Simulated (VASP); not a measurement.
# BAs in VASP: relaxation of cell and atoms with PBE+D3(BJ)

Aim: the relaxation of cell and atoms of BAs with PBE+D3(BJ).

All numbers are computed with VASP 6.6.1; they aren't measurements. Logs are shortened: lines on timing, memory, paths and dates and some standing lists are left out, and cuts for length are marked.

## Step 1: Starting point

The cell holds a sheet with vacuum, 2 atoms: a = 3.380 Å, b = 3.380 Å, c = 16.000 Å, α = 90.00°, β = 90.00°, γ = 120.00°.

The cell was built by a generator and needn't be a form met in nature.

## Step 2: Relaxation of cell and atoms, PBE+D3(BJ)

Input file INCAR:

```
SYSTEM = BAs
  PREC = Accurate
  ENCUT = 600
  EDIFF = 1E-6
  ISMEAR = 0
  SIGMA = 0.03
  LREAL = .FALSE.
  LASPH = .TRUE.
  NELM = 120
  ALGO = Normal
  ISIF = 3
  LWAVE = .FALSE.
  LCHARG = .FALSE.
  GGA = PE
  IVDW = 12
  IBRION = 2
  NSW = 60
  EDIFFG = -0.005
  LATTICE_CONSTRAINTS = .TRUE. .TRUE. .FALSE.
  KPAR = 4
```

Input file KPOINTS:

```
regular mesh
0
G
  12 12 1
  0 0 0
```

Input file POSCAR:

```
BAs
1.0
    3.3800000000      0.0000000000      0.0000000000
   -1.6900000000      2.9271658600      0.0000000000
    0.0000000000      0.0000000000     16.0000000000
B As
1 1
Direct
    0.3333330000      0.6666670000      0.5000000000
    0.6666670000      0.3333330000      0.5000000000
```

Potentials or basis: VASP PAW PBE potentials, release 64 (B, As).

The run is started by

```
> cat potpaw_PBE.64/B/POTCAR potpaw_PBE.64/As/POTCAR > POTCAR
> mpirun -np 4 vasp_std > vasp.out
```

OUTCAR:

```text
SYSTEM = BAs
   PREC = Accurate
   ENCUT = 600
   EDIFF = 1E-6
   ISMEAR = 0
   LREAL = .FALSE.
   LASPH = .TRUE.
   NELM = 120
   ISIF = 3
   GGA = PE
   IVDW = 12
   IBRION = 2
   NSW = 60
   EDIFFG = -0.005
 IVDW          = 12

 ion  position               nearest neighbor table
   1  0.333  0.667  0.500-   2 1.95   2 1.95   2 1.95
   2  0.667  0.333  0.500-   1 1.95   1 1.95   1 1.95

  LATTYP: Found a hexagonal cell.
 ALAT       =     3.3800000000
 C/A-ratio  =     4.7337278107

  Lattice vectors:

 A1 = (   3.3800000000,   0.0000000000,   0.0000000000)
 A2 = (  -1.6900000000,   2.9271658600,   0.0000000000)
 A3 = (   0.0000000000,   0.0000000000,  16.0000000000)

Analysis of symmetry for initial positions (statically):
=====================================================================
 Subroutine PRICEL returns:
 Original cell was already a primitive cell.

 Routine SETGRP: Setting up the symmetry group for a
 hexagonal supercell.

 Subroutine GETGRP returns: Found 12 space group operations
 (whereof 12 operations were pure point group operations)
 out of a pool of 24 trial point group operations.

The static configuration has the point symmetry D_3h.

Analysis of symmetry for dynamics (positions and initial velocities):
=====================================================================
 Subroutine PRICEL returns:
 Original cell was already a primitive cell.

 Routine SETGRP: Setting up the symmetry group for a
 hexagonal supercell.

 Subroutine GETGRP returns: Found 12 space group operations
 (whereof 12 operations were pure point group operations)
 out of a pool of 24 trial point group operations.

The dynamic configuration has the point symmetry D_3h.

 Subroutine INISYM returns: Found 12 space group operations
 (whereof 12 operations are pure point group operations),
 and found     1 'primitive' translations

----------------------------------------------------------------------------------------

                                     Primitive cell

  volume of cell :     158.3011

  direct lattice vectors                    reciprocal lattice vectors
     3.380000000  0.000000000  0.000000000     0.295857988  0.170813689  0.000000000
    -1.690000000  2.927165860  0.000000000     0.000000000  0.341627379  0.000000000
     0.000000000  0.000000000 16.000000000     0.000000000  0.000000000  0.062500000

  length of vectors
     3.380000000  3.379999996 16.000000000     0.341627378  0.341627379  0.062500000

  position of ions in fractional coordinates (direct lattice)
     0.333333000  0.666667000  0.500000000
     0.666667000  0.333333000  0.500000000

  ion indices of the primitive-cell ions
   primitive index   ion index
                 1           1
                 2           2

----------------------------------------------------------------------------------------

 KPOINTS: regular mesh

Automatic generation of k-mesh.
 Grid dimensions read from file:
 generate k-points for:   12   12    1

 Generating k-lattice:

  Cartesian coordinates                     Fractional coordinates (reciprocal lattice)
     0.024654832  0.014234474  0.000000000     0.083333333  0.000000000  0.000000000
     0.000000000  0.028468948  0.000000000     0.000000000  0.083333333  0.000000000
     0.000000000  0.000000000  0.062500000     0.000000000  0.000000000  1.000000000

  Length of vectors
     0.028468948  0.028468948  0.062500000

  Shift w.r.t. Gamma in fractional coordinates (k-lattice)
     0.000000000  0.000000000  0.000000000

 Subroutine IBZKPT returns following result:
 ===========================================

 Found     19 irreducible k-points:

 Following reciprocal coordinates:
            Coordinates               Weight
  0.000000  0.000000  0.000000      1.000000
  0.083333  0.000000  0.000000      6.000000
  0.166667  0.000000  0.000000      6.000000
  0.250000  0.000000  0.000000      6.000000
  0.333333  0.000000  0.000000      6.000000
  0.416667 -0.000000  0.000000      6.000000
[... 11 lines left out ...]
  0.333333  0.250000  0.000000     12.000000
  0.333333  0.333333  0.000000      2.000000
   k-points           NKPTS =     19   k-points in BZ     NKDIM =     19   number of bands    NBANDS=      8
   number of dos      NEDOS =    301   number of ions     NIONS =      2
   total plane-waves  NPLWV = 100352
   dimension x,y,z NGX =    28 NGY =   28 NGZ =  128
   dimension x,y,z NGXF=    56 NGYF=   56 NGZF=  256
   ions per type =               1   1
   NGX,Y,Z   is equivalent  to a cutoff of  13.77, 13.77, 13.30 a.u.
   NGXF,Y,Z  is equivalent  to a cutoff of  27.54, 27.54, 26.60 a.u.
 SYSTEM =  BAs
   PREC   = accura    normal or accurate (medium, high low for compatibility)
   ISTART =      0    job   : 0-new  1-cont  2-samecut
   ICHARG =      2    charge: 1-file 2-atom 10-const
   ISPIN  =      1    spin polarized calculation?
   LNONCOLLINEAR =      F non collinear calculations
   LSORBIT =      F    spin-orbit coupling
   LASPH  =      T    aspherical Exc in radial PAW
   ENCUT  =  600.0 eV  44.10 Ry    6.64 a.u.   6.75  6.75 31.96*2*pi/ulx,y,z
   NELM   =    120;   NELMIN=  2; NELMDL= -5     # of ELM steps
   EDIFF  = 0.1E-05   stopping-criterion for ELM
   LREAL  =      F    real-space projection
   EDIFFG = -.5E-02   stopping-criterion for IOM
   NSW    =     60    number of steps for IOM
   IBRION =      2    ionic relax: 0-MD 1-quasi-New 2-CG
   NFREE  =      1    steps in history (QN), initial steepest desc. (CG)
   ISIF   =      3    stress and relaxation
   ISYM   =      2    0-nonsym 1-usesym 2-fastsym
   POTIM  = 0.5000    time-step for ionic-motion
   TEBEG  =    0.0;   TEEND  =   0.0 temperature during run
   PSTRESS=    0.0 pullay stress
   NELECT =       8.0000    total number of electrons
   NUPDOWN=      -1.0000    fix difference up-down
   EMIN   =  10.00;   EMAX   =-10.00  energy-range for DOS
   EFERMI =   0.00;   METHOD = LEGACY
   ISMEAR =     0;   SIGMA  =   0.03  broadening in eV -4-tet -1-fermi 0-gaus
   EFERMI_NEDOS =   21; number of points for ismear=-14 and -15
   IALGO  =     38    algorithm
   IMIX   =      4    mixing-type and parameters
     AMIX     =   0.40;   BMIX     =  1.00
     AMIX_MAG =   1.60;   BMIX_MAG =  1.00
  volume/ion in A,a.u.               =      79.15       534.13
  Fermi-wavevector in a.u.,A,eV,Ry     =   0.605262  1.143780  4.984389  0.366342
  Thomas-Fermi vector in A             =   1.658921
   LORBIT       =      0    0 simple, 1 ext, 2 COOP (PROOUT), +10 PAW based schemes
   GGA     = PE    functional components
   LHFCALC =     F    Hartree Fock is set to
   AEXX    =    0.0000 exact exchange contribution
   IVDW    =    12    specifies the selected vdW correction
   LEPSILON=     F    determine dielectric tensor
   LRPA    =     F    only Hartree local field effects (RPA)
 conjugate gradient relaxation of ions
 non-spin polarized calculation
 Gauss-broadening in eV      SIGMA  =   0.03
  energy-cutoff  :      600.00
  volume of cell :      158.30
 maximum number of plane-waves:      5302
 NGX is ok and might be reduce to    28
   NGX = 13   NGY = 13   NGZ = 63

--------------------------------------- Ionic step        1  -------------------------------------------

 number of electron       8.0000000 magnetization

 Free energy of the ion-electron system (eV)
  ---------------------------------------------------
  ext. energy  EPLUGINS =         0.00000000
  ---------------------------------------------------
  free energy    TOTEN  =       -10.64331045 eV

  energy without entropy =      -10.64331045  energy(sigma->0) =      -10.64331045

------------------------ aborting loop because EDIFF is reached ----------------------------------------

 Edisp (eV)   -0.26216

 E8    (eV) :    -0.1111

  FORCE on cell =-STRESS in cart. coord.  units (eV):
  Direction    XX          YY          ZZ          XY          YZ          ZX
  --------------------------------------------------------------------------------------
  -------------------------------------------------------------------------------------
  Total       0.04556     0.04556    -0.00772     0.00000     0.00000     0.00000
  in kB       0.46115     0.46115    -0.07811     0.00000     0.00000     0.00000
  external pressure =        0.28 kB  Pullay stress =        0.00 kB

 VOLUME and BASIS-vectors are now :
 -----------------------------------------------------------------------------
  energy-cutoff  :      600.00
  volume of cell :      158.30
      direct lattice vectors                 reciprocal lattice vectors
     3.380000000  0.000000000  0.000000000     0.295857988  0.170813689  0.000000000
    -1.690000000  2.927165860  0.000000000     0.000000000  0.341627379  0.000000000
     0.000000000  0.000000000 16.000000000     0.000000000  0.000000000  0.062500000
[... 41 lines left out ...]
 POSITION                                       TOTAL-FORCE (eV/Angst)
 -----------------------------------------------------------------------------------
     -0.00000      1.95359      8.00000         0.000000      0.000000      0.000000
      1.69186      0.97679      8.00000         0.000000      0.000000      0.000000
 -----------------------------------------------------------------------------------
    total drift:                               -0.000129      0.000075      0.000000

  FREE ENERGIE OF THE ION-ELECTRON SYSTEM (eV)
  ---------------------------------------------------
  free  energy   TOTEN  =       -10.9054385047 eV

  energy  without entropy=      -10.9054385047  energy(sigma->0) =      -10.90543850

--------------------------------------- Ionic step        3  -------------------------------------------

 number of electron       8.0000000 magnetization

 Free energy of the ion-electron system (eV)
  ---------------------------------------------------
  ext. energy  EPLUGINS =         0.00000000
  ---------------------------------------------------
  free energy    TOTEN  =       -10.64355359 eV

  energy without entropy =      -10.64355359  energy(sigma->0) =      -10.64355359

 E-fermi :  -2.8805     XC(G=0):  -2.6705

 val. band max:       -3.0602257256   @ k =   0.3333   0.3333   0.0000
 cond. band min:      -2.3133505275   @ k =   0.3333   0.3333   0.0000
 fundamental gap:      0.7468751982
 Fermi energy:        -2.8804604661

 k-point     1 :       0.0000    0.0000    0.0000
  band No.  band energies     occupation
      1     -16.8891      2.00000
      2      -6.9943      2.00000
      3      -4.5887      2.00000
      4      -4.5886      2.00000
      5       0.5394      0.00000
      6       0.7679      0.00000
      7       1.7590      0.00000
      8       1.7591      0.00000

 k-point     2 :       0.0833    0.0000    0.0000
  band No.  band energies     occupation
      1     -16.7928      2.00000
      2      -6.8854      2.00000
      3      -5.2233      2.00000
      4      -4.7992      2.00000
      5       0.6666      0.00000
      6       0.9091      0.00000
      7       1.7831      0.00000
      8       2.0284      0.00000
[... 211 lines left out ...]
 POSITION                                       TOTAL-FORCE (eV/Angst)
 -----------------------------------------------------------------------------------
     -0.00000      1.95226      8.00000         0.000000     -0.000000      0.000000
      1.69070      0.97613      8.00000        -0.000000      0.000000      0.000000
 -----------------------------------------------------------------------------------
    total drift:                               -0.000129      0.000074      0.000000

  FREE ENERGIE OF THE ION-ELECTRON SYSTEM (eV)
  ---------------------------------------------------
  free  energy   TOTEN  =       -10.9054846246 eV

  energy  without entropy=      -10.9054846246  energy(sigma->0) =      -10.90548462

 reached required accuracy - stopping structural energy minimisation
```

It took 56 s on 4 MPI ranks of Intel Xeon Platinum 8259CL at 2.50GHz (Skylake/Cascade Lake), shared host; peak memory 0.34 GiB.

What came out:

- Free energy: -10.9055 eV
- Relaxed volume: 79.22 Å³/atom
- Relaxed cell: a = 3.381 Å, b = 3.381 Å, c = 16.000 Å, α = 90.00°, β = 90.00°, γ = 120.00°
- Space group after relaxing (to 0.05 Å): P-6m2 (No. 187)
- Energy gained by relaxing: 0.0 meV/atom
- Ionic steps: 3
- Band gap on the k mesh: 0.75 eV, direct
- Dispersion energy per atom: -0.131 eV

Final structure:
```
B As
1.0
     3.38141    0.00000    0.00000
    -1.69070    2.92838    0.00000
     0.00000    0.00000   16.00000
B As
1 1
Cartesian
  0.0000 1.9523 8.0000
  1.6907 0.9761 8.0000
```
